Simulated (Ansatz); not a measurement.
A relaxation computed with Ansatz, from input to last step.

```yaml
crystal:
  lattice:
    - [8.016624, -0.350548, -0.53467]
    - [-0.350548, 7.245519, -0.179864]
    - [-0.53467, -0.179864, 7.92587]
  atoms:
    - { symbol: Ca, position: [0.15469689, 0.4753732868, 0.4435882925] }
    - { symbol: Ca, position: [0.4932215155, 0.5084859528, 0.1239717041] }
    - { symbol: Ca, position: [0.7743789766, 0.8334118176, 0.3868494255] }
    - { symbol: Ca, position: [0.4368903862, 0.7168340061, 0.7564246455] }
    - { symbol: Ca, position: [0.7406980548, 0.368382291, 0.4564424911] }
    - { symbol: Ca, position: [0.369925385, 0.1379976001, 0.6231085225] }
    - { symbol: Ca, position: [0.8539254085, 0.8323433696, 0.811294949] }
    - { symbol: Ca, position: [0.9645421431, 0.1592037775, 0.1285252786] }
    - { symbol: Se, position: [0.8682344469, 0.5603288019, 0.1301799515] }
    - { symbol: Se, position: [0.3278271173, 0.2160410115, 0.2773817727] }
    - { symbol: Se, position: [0.1662060163, 0.8570741807, 0.0292182217] }
    - { symbol: Se, position: [0.6062356497, 0.9870956305, 0.0464282231] }
    - { symbol: Se, position: [0.0173908439, 0.0837822878, 0.6069329461] }
    - { symbol: Se, position: [0.0202294233, 0.5160490914, 0.7513541215] }
    - { symbol: Se, position: [0.6287379667, 0.396912917, 0.7861406947] }
    - { symbol: Se, position: [0.4216980411, 0.7529144502, 0.4039506388] }
  symmetry: { detect: false }
basis:
  ecutwfc: 420
kpoints:
  mp_grid: { grid: [1, 1, 1], shift: [0.25, 0.25, 0.25] }
hamiltonian:
  xc: pbe
scf:
  occupations: { method: gaussian, width: 0.1 }
  lower_state_search: "off"
output:
  forces: true
  stress: true
  eigenvalues: true
relax:
  adjacent_minimum: "off"
  f_tol: 0.04
  max_steps: 70
  cell: { stress_tol: 0.3 }
```

```bash
ansatz run input.yaml --threads 2 --pin off --max-ram 4096MiB --backend cpu --events-out ev --progress --plain --runs-dir out
```

Theory: DFT PBE, scalar-relativistic, plane waves, PAW in Ansatz.

Of 34 frames 10 are shown, positions in Å and forces in eV/Å; the SCF threshold varies from step to step. Steps run on the plane waves of an earlier cell, with a Pulay correction in the pressure. The basis is chosen afresh for the last frame, the zero of the energies, and can be on the way; energy and pressure step there, also at an unchanged geometry. Here that happened at step 32 (-8 meV/atom, 0.5 GPa); the frames before carry an error of that size.

```xyz
16
Lattice="8.0166 -0.3505 -0.5347 -0.3505 7.2455 -0.1799 -0.5347 -0.1799 7.9259" Properties=species:S:1:pos:R:3:forces:R:3 pbc="T T T" step=1 free_energy_over_end_meV_per_atom=893.79 pressure_GPa=0.88
Ca    0.8363    3.3103    3.3476   -0.1540    0.7340   -0.2790
Ca    3.7094    3.4890    0.6274   -0.3010    0.0620   -0.7240
Ca    5.7089    5.6975    2.5022    0.3130    0.2490   -1.0300
Ca    2.8467    4.9046    5.6328   -1.0210   -0.3480    0.7530
Ca    5.5647    2.3274    3.1554   -0.0660   -0.3810    0.9560
Ca    2.5840    0.7581    4.7161   -0.1910   -0.3670    0.0740
Ca    6.1200    5.5855    5.8239    0.8110   -0.7030    0.8490
Ca    7.6078    0.7923    0.4743    0.6730    0.0390   -0.7150
Se    6.6943    3.7321    0.4668   -0.3720   -1.0420    2.6430
Se    2.4040    1.4005    1.9844    0.4360    0.7080    0.4460
Se    1.0163    6.1464   -0.0114   -0.1190    0.4110   -0.3390
Se    4.4891    6.9312   -0.1337    0.9420   -0.6270   -0.4010
Se   -0.2145    0.4918    4.7861   -1.0500   -0.1750   -1.4090
Se   -0.4205    3.5968    5.8515    0.6360    0.2350   -1.4230
Se    4.4809    2.5140    5.8233   -1.1750    0.7330   -0.2780
Se    2.9007    5.2348    2.8408    0.6370    0.4720    0.8780
16
Lattice="7.7080 -0.0480 -0.5010 -0.0391 7.8040 -0.1671 -0.4753 -0.1951 8.1207" Properties=species:S:1:pos:R:3:forces:R:3 pbc="T T T" step=5 free_energy_over_end_meV_per_atom=494.22 pressure_GPa=0.39
Ca    1.1273    4.0430    3.1775    0.0780    0.3420   -0.1910
Ca    3.7081    4.0475    0.6520   -0.0070   -0.0200   -0.1010
Ca    5.7591    6.4212    2.1567   -0.0760    0.1030   -0.2290
Ca    2.4774    5.4447    6.0500    0.0140    0.0510   -0.0550
Ca    5.4667    2.6664    3.7085   -0.0100   -0.0010    0.2510
Ca    2.3203    0.9198    4.9082   -0.2330    0.1780   -0.0700
Ca    6.3091    5.9917    6.0352    0.0390   -0.0520   -0.1300
Ca    7.6080    1.1768    0.3481    0.0950   -0.0160    0.0510
Se    6.4565    3.8161    1.1461    0.0500   -0.1860    0.3700
Se    2.6779    1.9384    2.2042    0.0770    0.1400    0.0910
Se    1.3544    6.7803   -0.0570   -0.1140    0.0380    0.1670
Se    4.9205    7.3671   -0.3632    0.1180   -0.0880   -0.1680
Se   -0.5094    0.3982    4.4477   -0.0680   -0.2490   -0.1570
Se    0.0539    3.8449    5.6766    0.1040   -0.3180   -0.1960
Se    3.9574    3.0119    6.1235   -0.2540   -0.0240    0.0810
Se    3.2389    6.0080    3.3613    0.1880    0.1020    0.2830
16
Lattice="7.5873 0.3856 -0.6426 0.3551 7.7772 -0.2419 -0.6058 -0.3056 8.3603" Properties=species:S:1:pos:R:3:forces:R:3 pbc="T T T" step=8 free_energy_over_end_meV_per_atom=402.03 pressure_GPa=-0.06
Ca    1.3251    4.6191    2.9822   -0.1160    0.2780   -0.1190
Ca    3.7640    4.1320    0.4677   -0.0650   -0.2850   -0.1090
Ca    5.7503    6.7238    1.8383   -0.4160    0.1430   -0.0120
Ca    2.6175    5.6234    6.1659   -0.0320    0.0990    0.0290
Ca    5.4945    2.9131    3.8612   -0.0280    0.0330    0.0080
Ca    2.1198    1.3099    4.8789   -0.0130    0.1030   -0.0270
Ca    6.4201    6.1868    5.8640   -0.1320   -0.0220   -0.0630
Ca    7.5864    1.4705    0.5100    0.1460   -0.0210    0.1640
Se    6.4186    3.9978    1.3189   -0.0170    0.0160    0.0870
Se    2.7142    2.2367    2.2417   -0.0670   -0.0330    0.0020
Se    1.5528    6.3692    0.1969    0.0250   -0.2710    0.1400
Se    5.1948    7.6348   -0.7319   -0.0050    0.1050   -0.0330
Se   -0.5264    0.0100    4.4356    0.2130   -0.1760   -0.0800
Se    0.3860    3.6528    5.5342    0.0580    0.1030   -0.1070
Se    3.9524    3.1152    6.2516    0.2620   -0.0150   -0.0510
Se    3.6384    6.3088    3.6418    0.1870   -0.0560    0.1720
16
Lattice="7.3296 0.7356 -1.0160 0.6664 7.4818 -0.4181 -0.9491 -0.5209 8.7490" Properties=species:S:1:pos:R:3:forces:R:3 pbc="T T T" step=12 free_energy_over_end_meV_per_atom=281.33 pressure_GPa=0.07
Ca    1.2801    4.7186    2.8823    0.0020   -0.0900   -0.0340
Ca    3.6157    3.4189   -0.0568    0.2170   -0.4180   -0.2490
Ca    5.0963    6.8465    1.4763   -0.5070    0.1770   -0.0230
Ca    2.4760    5.4509    6.3294   -0.0390   -0.0720    0.0920
Ca    5.2564    3.1033    3.6434   -0.0240    0.0520   -0.0960
Ca    2.0857    1.3100    4.9810    0.1550   -0.0330    0.0310
Ca    5.9939    6.1056    5.6889    0.1020   -0.0850    0.2450
Ca    7.3510    1.6323    0.4594   -0.0870   -0.0710    0.1440
Se    6.1026    4.1480    1.0916   -0.2190    0.0990   -0.0480
Se    2.6070    2.0864    2.2705    0.1350    0.0210    0.0420
Se    1.8562    5.8835    0.1224    0.2030    0.0140   -0.0030
Se    5.2568    7.9369   -1.1781   -0.1420    0.2140    0.0440
Se   -0.5889   -0.2405    4.3804   -0.0800    0.1680   -0.1700
Se    0.4297    3.5431    5.5280    0.1080   -0.0140    0.0090
Se    4.0931    3.1051    6.1985    0.1950    0.0550    0.1510
Se    3.7694    6.0634    3.8587   -0.0210   -0.0170   -0.1360
16
Lattice="7.2115 0.9222 -1.4729 0.8556 7.4861 -0.3444 -1.3906 -0.4741 8.8167" Properties=species:S:1:pos:R:3:forces:R:3 pbc="T T T" step=16 free_energy_over_end_meV_per_atom=222.54 pressure_GPa=0.04
Ca    1.1791    4.8037    2.7482    0.0460    0.0230    0.0190
Ca    3.5040    3.4054   -0.4832   -0.0560   -0.0540   -0.0840
Ca    4.7213    7.0939    1.2735   -0.0250    0.0700   -0.0020
Ca    2.1087    5.6733    6.1648   -0.2320   -0.0330   -0.0070
Ca    5.0533    3.3355    3.3333    0.0590   -0.0290   -0.1170
Ca    2.1021    1.3655    4.8848    0.0770   -0.0390    0.0520
Ca    5.5913    5.7597    5.9382    0.1490   -0.1030    0.0230
Ca    7.0320    1.9312   -0.0190   -0.0870    0.0650   -0.1280
Se    5.8347    4.4547    0.7872   -0.0130    0.0360    0.1200
Se    2.4916    2.2423    2.1071    0.0010    0.0440   -0.0220
Se    2.0748    6.0414    0.1379   -0.0280   -0.0420    0.0130
Se    5.1972    8.1038   -1.4657   -0.0250    0.1520    0.0520
Se   -0.7170   -0.1329    4.1772   -0.0120    0.0150   -0.0240
Se    0.3683    3.4982    5.7170    0.0520    0.0230    0.1020
Se    4.1273    3.2592    6.0969    0.0490   -0.1580    0.0700
Se    3.6903    6.0933    3.7702    0.0450    0.0300   -0.0670
16
Lattice="7.2106 0.9663 -1.5954 0.9075 7.5342 -0.2361 -1.5134 -0.3687 8.7357" Properties=species:S:1:pos:R:3:forces:R:3 pbc="T T T" step=19 free_energy_over_end_meV_per_atom=206.20 pressure_GPa=-0.07
Ca    1.2266    4.9110    2.7589    0.0160    0.0020    0.0310
Ca    3.5388    3.4578   -0.5558   -0.0190    0.0050    0.0000
Ca    4.7003    7.2269    1.3215   -0.0010   -0.0070    0.0100
Ca    1.7081    6.0631    6.1348   -0.2030    0.1630   -0.0600
Ca    5.0982    3.4205    3.2091    0.0350    0.0070   -0.0400
Ca    2.1342    1.4431    4.8079    0.0170   -0.0220   -0.0180
Ca    5.4265    5.6858    6.0483   -0.0070    0.0450    0.0800
Ca    6.9734    2.0912   -0.3561    0.0030   -0.0260    0.0140
Se    5.8561    4.6201    0.7034    0.0040    0.0200   -0.0440
Se    2.4819    2.3557    2.0320    0.0130   -0.0090    0.0080
Se    2.0657    6.1367    0.1859   -0.0290   -0.0120    0.0160
Se    5.1544    8.1619   -1.3993   -0.0180    0.0240   -0.0040
Se   -0.7283   -0.0650    4.1145   -0.0280    0.0200   -0.0290
Se    0.3782    3.6097    5.7570    0.0710   -0.0090   -0.0130
Se    4.2617    3.1068    5.9826    0.1290   -0.1710   -0.0110
Se    3.6816    6.1664    3.8249    0.0190   -0.0290    0.0590
16
Lattice="7.1332 0.8942 -1.5824 0.8495 7.5718 -0.2001 -1.4972 -0.3271 8.6569" Properties=species:S:1:pos:R:3:forces:R:3 pbc="T T T" step=23 free_energy_over_end_meV_per_atom=177.83 pressure_GPa=0.02
Ca    1.2501    4.9091    2.8961    0.0430    0.0120    0.0440
Ca    3.4604    3.4398   -0.6102   -0.1570    0.0190    0.1400
Ca    4.5595    7.2286    1.3682   -0.0250    0.0140    0.0220
Ca    1.1630    6.4903    6.1985   -0.2600   -0.0210    0.1180
Ca    5.1381    3.5112    3.0988    0.0100    0.0570    0.0200
Ca    2.2227    1.4223    4.7291    0.0430   -0.0640    0.0490
Ca    5.0826    5.4785    6.3834   -0.0830   -0.0040    0.0100
Ca    6.9108    1.9715   -0.3702    0.0570   -0.0550    0.1080
Se    5.8128    4.6956    0.4864   -0.0720   -0.0210   -0.0010
Se    2.4892    2.3651    2.0076    0.0160    0.0160   -0.0260
Se    1.9155    6.0784    0.2826   -0.0120   -0.0330   -0.0530
Se    4.9119    8.1904   -1.3291   -0.0850    0.0550   -0.0660
Se   -0.7365    0.0353    3.9481   -0.0300    0.0140   -0.0660
Se    0.5439    3.7531    5.6185    0.1180    0.0400   -0.1000
Se    4.5975    2.7117    5.7782    0.2600    0.0000   -0.1420
Se    3.6516    6.1420    3.9553    0.1770   -0.0280   -0.0570
16
Lattice="6.9989 0.8166 -1.8098 0.7846 7.4929 -0.2354 -1.7046 -0.3659 8.7834" Properties=species:S:1:pos:R:3:forces:R:3 pbc="T T T" step=27 free_energy_over_end_meV_per_atom=103.84 pressure_GPa=0.29
Ca    1.1988    4.8791    2.9539   -0.0090    0.1030   -0.0230
Ca    2.9465    3.3098   -0.5125   -0.1880    0.1100   -0.3570
Ca    4.3681    7.1533    1.1499    0.0510   -0.0100   -0.0540
Ca    0.3423    6.5723    6.4342   -0.3390    0.1490   -0.3330
Ca    5.0531    3.5243    2.9468    0.2090   -0.0640   -0.1530
Ca    2.1750    1.2772    4.7712   -0.0230    0.0840   -0.0880
Ca    4.4212    5.1899    6.4522   -0.3590    0.0640   -0.3580
Ca    6.7223    1.8409   -0.5416   -0.1890    0.1340   -0.0540
Se    5.5209    4.5503    0.2312   -0.0540   -0.1900    0.0840
Se    2.3508    2.2839    2.0465    0.0120   -0.0900    0.1180
Se    1.6874    5.8981    0.2564   -0.1620    0.0200    0.0660
Se    4.6119    8.1273   -1.5785    0.0780   -0.1280    0.0700
Se   -0.7791    0.0534    3.8962    0.1890   -0.1070    0.1910
Se    0.7093    3.7865    5.5012    0.2860    0.0030    0.3330
Se    4.8709    2.3841    5.5015    0.1830   -0.0410    0.3270
Se    3.7726    6.0596    3.7073    0.3150   -0.0370    0.2320
16
Lattice="6.9079 0.6514 -2.2145 0.6347 7.3758 -0.3632 -2.0868 -0.5049 8.9965" Properties=species:S:1:pos:R:3:forces:R:3 pbc="T T T" step=30 free_energy_over_end_meV_per_atom=17.55 pressure_GPa=-0.14
Ca    1.0301    4.7816    2.8367   -0.0030   -0.1500   -0.0480
Ca    2.5494    3.1483   -0.7129   -0.0160   -0.0040   -0.1320
Ca    4.0735    6.8893    0.7904   -0.0950    0.0050   -0.1800
Ca   -0.4608    6.3332    6.4130    0.1080   -0.1200   -0.1550
Ca    4.9368    3.2724    2.6706   -0.0210   -0.1540   -0.0170
Ca    1.9102    1.1109    4.7165    0.0140   -0.0560   -0.0980
Ca    3.4959    4.7993    6.1918   -0.1720   -0.0460    0.0830
Ca    6.4390    1.6713   -0.9010   -0.0570   -0.0800   -0.0030
Se    5.2157    4.2236   -0.0377    0.1340    0.2300   -0.2170
Se    2.2007    2.1217    1.9652    0.0750   -0.0080    0.1380
Se    1.3336    5.7436    0.0826    0.0360    0.0950    0.1110
Se    4.3572    7.8839   -1.9670    0.0020    0.0810    0.0800
Se   -0.8190   -0.0393    4.0185    0.1390    0.0880    0.0550
Se    0.7344    3.6953    5.5305    0.0660    0.0320    0.0810
Se    4.6606    2.1686    5.3622   -0.1180    0.1450    0.0470
Se    3.7565    5.8656    3.4494   -0.0930   -0.0580    0.2550
16
Lattice="6.9806 0.5907 -2.3848 0.5770 7.3771 -0.4153 -2.2585 -0.5649 9.0383" Properties=species:S:1:pos:R:3:forces:R:3 pbc="T T T" step=34 free_energy_over_end_meV_per_atom=0.00 pressure_GPa=-0.09
Ca    0.9507    4.6986    2.7689   -0.0010    0.0000    0.0000
Ca    2.5261    3.1399   -0.8146    0.0000    0.0000    0.0000
Ca    3.9949    6.8350    0.6403   -0.0010   -0.0010    0.0020
Ca   -0.6250    6.2570    6.3520    0.0000    0.0000    0.0010
Ca    4.8871    3.1532    2.5123    0.0000   -0.0010   -0.0020
Ca    1.8428    1.0166    4.6395   -0.0020   -0.0010    0.0010
Ca    3.3116    4.7115    6.0955    0.0000    0.0000    0.0000
Ca    6.4622    1.5943   -1.0722   -0.0010   -0.0010    0.0020
Se    5.2287    4.2148   -0.2152    0.0000   -0.0010    0.0000
Se    2.1842    2.0782    1.9126    0.0010    0.0000    0.0000
Se    1.2920    5.7602    0.0413    0.0000    0.0010   -0.0010
Se    4.3361    7.8965   -2.0865    0.0020    0.0020   -0.0020
Se   -0.8603   -0.0585    4.0400    0.0010    0.0020    0.0000
Se    0.6090    3.6369    5.4964    0.0000   -0.0010   -0.0010
Se    4.5455    2.0913    5.2394   -0.0010   -0.0010   -0.0010
Se    3.6530    5.7730    3.3679    0.0010    0.0010    0.0010
```

Time: 2.6 min on 2 threads of AMD EPYC 7R13 Processor (Zen 3) (shared host), peak memory 0.73 GiB.

The k mesh is coarse.